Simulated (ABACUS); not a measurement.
# PbS (Cmcm) in ABACUS: equation of state

How stiff is PbS in PBEsol, and what volume does it want? The cell is scaled to several volumes.

Program: ABACUS 3.10.1. These are calculated values, not measurements. Logs are shortened: lines on timing, memory, paths and dates and some standing lists are left out, and cuts for length are marked.

## Step 1: The crystal as given

It takes space group Cmcm (No. 63, orthorhombic). Conventional cell: a = 4.160 Å, b = 11.983 Å, c = 4.279 Å, α = 90.00°, β = 90.00°, γ = 90.00°. Around Pb (site symmetry m2m) lie 5 S at 2.69 to 2.99 Å. S (site symmetry m2m) has 5 Pb at 2.69 to 2.99 Å as nearest neighbours.

Measurements of this composition are mostly on another form, of space group No. 225.

## Step 2: Equation of state, PBEsol, 25.06 Å³/atom (volume scaled by 0.94)

Input file INPUT:

```
INPUT_PARAMETERS
suffix              PbS
calculation         scf
basis_type          pw
pseudo_dir          ./
symmetry            1
dft_functional      pbesol
ecutwfc             63
pseudo_rcut         7
nspin               1
nbands              24
ks_solver           dav
smearing_method     fd
smearing_sigma      0.00367493
scf_thr             1e-08
scf_nmax            100
mixing_type         broyden
mixing_beta         0.7
cal_force           1
cal_stress          1
kpar                4
```

Input file STRU:

```
ATOMIC_SPECIES
Pb 207.2000 Pb.upf
S 32.0600 S.upf

LATTICE_CONSTANT
1.8897261246

LATTICE_VECTORS
2.0374927668 -5.8689911821 0.0000000000
2.0374927668 5.8689911821 0.0000000000
0.0000000000 0.0000000000 4.1919633476

ATOMIC_POSITIONS
Direct

Pb
0.0
2
0.1305633500 0.8694366500 0.2500000000 1 1 1
0.8694366500 0.1305633500 0.7500000000 1 1 1

S
0.0
2
0.3547970900 0.6452029100 0.2500000000 1 1 1
0.6452029100 0.3547970900 0.7500000000 1 1 1
```

Input file KPT:

```
K_POINTS
0
Gamma
7 7 6 0 0 0
```

Potentials or basis: PseudoDojo NC SR 0.4.1 PBEsol standard, plane waves.

Run with:

```bash
$ OMP_NUM_THREADS=1 mpirun -np 4 abacus > log
```

running log:

```text
ABACUS v3.10.1

               Atomic-orbital Based Ab-initio Computation at UStc

 ------------------------------------------------------------------------------------

 READING GENERAL INFORMATION
                           global_out_dir = OUT.PbS/
                           global_in_card = INPUT
                               pseudo_dir = ./
                              orbital_dir =
                                    DSIZE = 4
                                    GSIZE = 1

 READING UNITCELL INFORMATION
                                    ntype = 2
                  lattice constant (Bohr) = 1.88973
              lattice constant (Angstrom) = 1

 READING ATOM TYPE 1
                               atom label = Pb
                      L=0, number of zeta = 1
                      L=1, number of zeta = 1
                      L=2, number of zeta = 1
             number of atom for this type = 2

 READING ATOM TYPE 2
                               atom label = S
                      L=0, number of zeta = 1
                      L=1, number of zeta = 1
                      L=2, number of zeta = 1
             number of atom for this type = 2

                        TOTAL ATOM NUMBER = 4
DIRECT COORDINATES
    atom                   x                   y                   z     mag                  vx                  vy                  vz
taud_Pb1            0.1305633500        0.8694366500        0.2500000000  0.0000        0.0000000000        0.0000000000        0.0000000000
taud_Pb2            0.8694366500        0.1305633500        0.7500000000  0.0000        0.0000000000        0.0000000000        0.0000000000
taud_S1            0.3547970900        0.6452029100        0.2500000000  0.0000        0.0000000000        0.0000000000        0.0000000000
taud_S2            0.6452029100        0.3547970900        0.7500000000  0.0000        0.0000000000        0.0000000000        0.0000000000

                          Volume (Bohr^3) = 676.556
                             Volume (A^3) = 100.255

 Lattice vectors: (Cartesian coordinate: in unit of a_0)
             +2.03749            -5.86899                  +0
             +2.03749            +5.86899                  +0
                   +0                  +0            +4.19196
 Reciprocal vectors: (Cartesian coordinate: in unit of 2 pi/a_0)
              +0.2454          -0.0851935                  +0
              +0.2454          +0.0851935                  -0
                   -0                  -0           +0.238552
 The esolver type has been set to : ksdft_pw

                PAO radial cut off (Bohr) = 7

 Read in pseudopotential file is Pb.upf
                     pseudopotential type = NC
          exchange-correlation functional = PBESOL
                 nonlocal core correction = 1
                        valence electrons = 14
                                     lmax = 2
                           number of zeta = 3
                     number of projectors = 6
                           L of projector = 0
[... 5 lines left out ...]
                PAO radial cut off (Bohr) = 7

 Read in pseudopotential file is S.upf
                     pseudopotential type = NC
          exchange-correlation functional = PBESOL
                 nonlocal core correction = 1
                        valence electrons = 6
                                     lmax = 2
                           number of zeta = 2
                     number of projectors = 6
                           L of projector = 0
                           L of projector = 0
                           L of projector = 1
                           L of projector = 1
                           L of projector = 2
                           L of projector = 2
     initial pseudo atomic orbital number = 26

 SETUP THE ELECTRONS NUMBER
            electron number of element Pb = 14
      total electron number of element Pb = 28
             electron number of element S = 6
       total electron number of element S = 12
            AUTOSET number of electrons:  = 40
                           occupied bands = 20
                                   NBANDS = 24
                                   NLOCAL = 36

%%%%%%%%%%%%%%%%%%%%%%%%%%%%%%%%%%%%%%%%%%%%%%%%%%%%%%%%%%%%%%%%%%%%%%%%%%%%%%%%%%%%%%%%%%%%%%%%%%%%%%%%%%
 Warning: the number of valence electrons in pseudopotential > 4 for Pb: [Xe] 4f14 5d10 6s2 6p2
 Pseudopotentials with additional electrons can yield (more) accurate outcomes, but may be less efficient.
 If you're confident that your chosen pseudopotential is appropriate, you can safely ignore this warning.
%%%%%%%%%%%%%%%%%%%%%%%%%%%%%%%%%%%%%%%%%%%%%%%%%%%%%%%%%%%%%%%%%%%%%%%%%%%%%%%%%%%%%%%%%%%%%%%%%%%%%%%%%%

 SETUP THE PLANE WAVE BASIS
 energy cutoff for charge/potential (unit:Ry) = 252
            fft grid for charge/potential = [ 60, 60, 45 ]
                        fft grid division = [ 1, 1, 1 ]
[... 75 lines left out ...]
                       right hand lattice = 1
(for reciprocal lattice: )
                             BRAVAIS TYPE = 11
                     BRAVAIS LATTICE NAME = 11. Orthorhombic C (base-centered)
                                    ibrav = 11
                       right hand lattice = 1
(for k-lattice: )
                             BRAVAIS TYPE = 11
                     BRAVAIS LATTICE NAME = 11. Orthorhombic C (base-centered)
                                    ibrav = 11
                       right hand lattice = 1
                        ROTATION MATRICES = 8
                               nkstot_ibz = 64
K-POINTS REDUCTION ACCORDING TO SYMMETRY
     IBZ    DIRECT_X    DIRECT_Y    DIRECT_Z  WEIGHT  ibz2bz
       1  0.00000000  0.00000000  0.00000000  0.0034       0
       2  0.14285714  0.00000000  0.00000000  0.0136       1
       3  0.28571429  0.00000000  0.00000000  0.0136       2
       4  0.42857143  0.00000000  0.00000000  0.0136       3
       5  0.14285714  0.14285714  0.00000000  0.0068       8
       6  0.28571429  0.14285714  0.00000000  0.0136       9
[... 22 lines left out ...]
      29 -0.28571429  0.42857143  0.16666667  0.0272      67
      30 -0.28571429  0.28571429  0.16666667  0.0136      68
[... 34 further k points ...]

                               nkstot now = 64
[... K-POINTS DIRECT COORDINATES: 64 rows ...]

           k-point number in this process = 16
       minimum distributed K point number = 16
[... stars of the k points ...]

[... K-POINTS CARTESIAN COORDINATES: 16 rows ...]

[... K-POINTS DIRECT COORDINATES: 16 rows ...]

 SETUP PLANE WAVES FOR WAVE FUNCTIONS
     energy cutoff for wavefunc (unit:Ry) = 63
              fft grid for wave functions = [ 60, 60, 45 ]
                    number of plane waves = 7349
                         number of sticks = 501

 PARALLEL PW FOR WAVE FUNCTIONS
     PROC   COLUMNS(POT)             PW
        1            501           7349
 --------------- sum -------------------
        1            501           7349

 SETUP NONLOCAL PSEUDOPOTENTIALS IN PLANE WAVE BASIS
 Pb non-local projectors:
 projector 1 L=0
 projector 2 L=0
 projector 3 L=1
 projector 4 L=1
 projector 5 L=2
 projector 6 L=2
 S non-local projectors:
 projector 1 L=0
 projector 2 L=0
 projector 3 L=1
 projector 4 L=1
 projector 5 L=2
 projector 6 L=2
      TOTAL NUMBER OF NONLOCAL PROJECTORS = 72

 Init Non-Local PseudoPotential table :
 Init Non-Local-Pseudopotential done.

                                     npwx = 5726

 Make real space PAO into reciprocal space.
       max mesh points in Pseudopotential = 701
     dq(describe PAO in reciprocal space) = 0.01
                                    max q = 957

 number of pseudo atomic orbitals for Pb is 3
WARNING: norm of atomic wavefunction # 2 of atomic type Pb is 0.999895, renormalized
WARNING: norm of atomic wavefunction # 3 of atomic type Pb is 0.990856, renormalized

 number of pseudo atomic orbitals for S is 2
WARNING: norm of atomic wavefunction # 1 of atomic type S is 0.999996, renormalized
WARNING: norm of atomic wavefunction # 2 of atomic type S is 0.999702, renormalized

 -------------------------------------------
 SELF-CONSISTENT
 -------------------------------------------
                                 init_chg = atomic

 PW ALGORITHM --------------- ION=   1  ELEC=   1--------------------------------

 Notice: Threshold on eigenvalues was too large.
 hsover_error=0.4 > DRHO=0.222327
 Origin diag ethr = 0.01
 New diag ethr = 0.000555818

 Density error is 0.224902565003
                          Error Threshold = 0.000555817587835
----------------------------------------------------------
     Energy           Rydberg                 eV
----------------------------------------------------------
 E_KohnSham     -325.2172258869      -4424.8073598151
 E_Harris       -326.8469551765      -4446.9809643515
 E_Fermi        0.6494560772         8.8363032503
----------------------------------------------------------
[... 63 lines left out ...]
 Density error is 6.10994789738e-09
                          Error Threshold = 4.48283357657e-10
----------------------------------------------------------
     Energy           Rydberg                 eV
----------------------------------------------------------
 E_KohnSham     -325.2904274570      -4425.8033182702
 E_KS(sigma->0) -325.2904274121      -4425.8033176605
 E_Harris       -325.2899039312      -4425.7961953363
 E_band         -6.3827101561        -86.8412268061
 E_one_elec     -70.8553047998       -964.0358788039
 E_Hartree      61.0037030156        829.9979601119
 E_xc           -91.9051185199       -1250.4332872355
 E_Ewald        -223.5337070633      -3041.3321111232
 E_entropy(-TS) -0.0000000896        -0.0000012195
 E_descf        0.0000000000         0.0000000000
 E_exx          0.0000000000         0.0000000000
 E_Fermi        0.6652396904         9.0510503248
----------------------------------------------------------

 charge density convergence is achieved
 final etot is -4425.8033183 eV
 EFERMI = 9.0510503248 eV

 STATE ENERGY(eV) AND OCCUPATIONS    NSPIN == 1
 1/16 kpoint (Cartesian) = 0.0000 0.0000 0.0000 (5693 pws)
       1       -7.91133     0.00680272
       2       -7.75264     0.00680272
       3       -7.74095     0.00680272
       4       -7.72363     0.00680272
       5       -7.69134     0.00680272
       6       -7.67549     0.00680272
[... 146 lines left out ...]
      23        10.9560    7.73111e-19
      24        11.6230    1.24584e-24

[... levels at 10 further k points ...]

------------------------------------------------------------------------------------------
 TOTAL-FORCE (eV/Angstrom)
------------------------------------------------------------------------------------------
                       Pb1         0.0000000000         0.4092603399         0.0000000000
                       Pb2         0.0000000000        -0.4092603399         0.0000000000
                        S1         0.0000000000        -0.3167770786         0.0000000000
                        S2         0.0000000000         0.3167770786         0.0000000000
------------------------------------------------------------------------------------------

----------------------------------------------------------------
 TOTAL-STRESS (KBAR)
----------------------------------------------------------------
        16.9229096914        -0.0000000000         0.0000000000
        -0.0000000000        22.9714385438         0.0000000000
         0.0000000000         0.0000000000        15.0116219872
----------------------------------------------------------------
 TOTAL-PRESSURE: 18.301990 KBAR

 --------------------------------------------
 !FINAL_ETOT_IS -4425.8033182701910846 eV
 --------------------------------------------
```

Wall time 37 s (4 MPI ranks of AMD EPYC 7R43 (Zen 3), shared host); peak memory 0.64 GiB.

Results:

- Free energy: -4425.8033 eV
- Pressure: 1.8 GPa
- Largest force: 0.409 eV/Å
- Band gap on the k mesh: 1.00 eV, indirect (least direct gap 1.30 eV)

Caveat: spin-orbit coupling is left out, which as a rule narrows the gap of such compounds by several tenths of an eV; an odd mesh through Γ misses points on the zone boundary, where band edges often lie.

## Step 3: Equation of state, PBEsol, 25.60 Å³/atom (volume scaled by 0.96)

INPUT is that of step 2.

Edit STRU of step 2 so:

```diff
@@ -8,5 +8,5 @@
 LATTICE_VECTORS
-2.0374927668 -5.8689911821 0.0000000000
-2.0374927668 5.8689911821 0.0000000000
-0.0000000000 0.0000000000 4.1919633476
+2.0518417802 -5.9103234677 0.0000000000
+2.0518417802 5.9103234677 0.0000000000
+0.0000000000 0.0000000000 4.2214851889
```

KPT is that of step 2.

Potentials or basis: PseudoDojo NC SR 0.4.1 PBEsol standard, plane waves.

Run with:

```bash
$ OMP_NUM_THREADS=1 mpirun -np 4 abacus > log
```

Run time: 37 s. Hardware: 4 MPI ranks of AMD EPYC 7R43 (Zen 3), shared host; peak memory 0.64 GiB.

Results (log left out):

| Property | Result |
| --- | --- |
| Free energy | -4425.8187 eV |
| Pressure | 0.5 GPa |
| Largest force | 0.263 eV/Å |
| Band gap on the k mesh | 1.05 eV, indirect (least direct gap 1.33 eV) |

Caveat: spin-orbit coupling is left out, which as a rule narrows the gap of such compounds by several tenths of an eV; an odd mesh through Γ misses points on the zone boundary, where band edges often lie.

## Step 4: Equation of state, PBEsol, 26.13 Å³/atom (volume scaled by 0.98)

INPUT is that of step 3.

Edit STRU of step 3 so:

```diff
@@ -8,5 +8,5 @@
 LATTICE_VECTORS
-2.0518417802 -5.9103234677 0.0000000000
-2.0518417802 5.9103234677 0.0000000000
-0.0000000000 0.0000000000 4.2214851889
+2.0659928603 -5.9510856073 0.0000000000
+2.0659928603 5.9510856073 0.0000000000
+0.0000000000 0.0000000000 4.2505997999
```

KPT is that of step 3.

Run with:

```bash
$ OMP_NUM_THREADS=1 mpirun -np 4 abacus > log
```

It took 29 s on 4 MPI ranks of AMD EPYC 7R43 (Zen 3), shared host; peak memory 0.64 GiB.

Results (log left out):

```
Free energy            : -4425.8174 eV
Pressure               : -0.7 GPa
Largest force          : 0.135 eV/Å
Band gap on the k mesh : 1.10 eV, indirect (least direct gap 1.34 eV)
```

Caveat: spin-orbit coupling is left out, which as a rule narrows the gap of such compounds by several tenths of an eV; an odd mesh through Γ misses points on the zone boundary, where band edges often lie.

(Continued in part 2 of 2.)
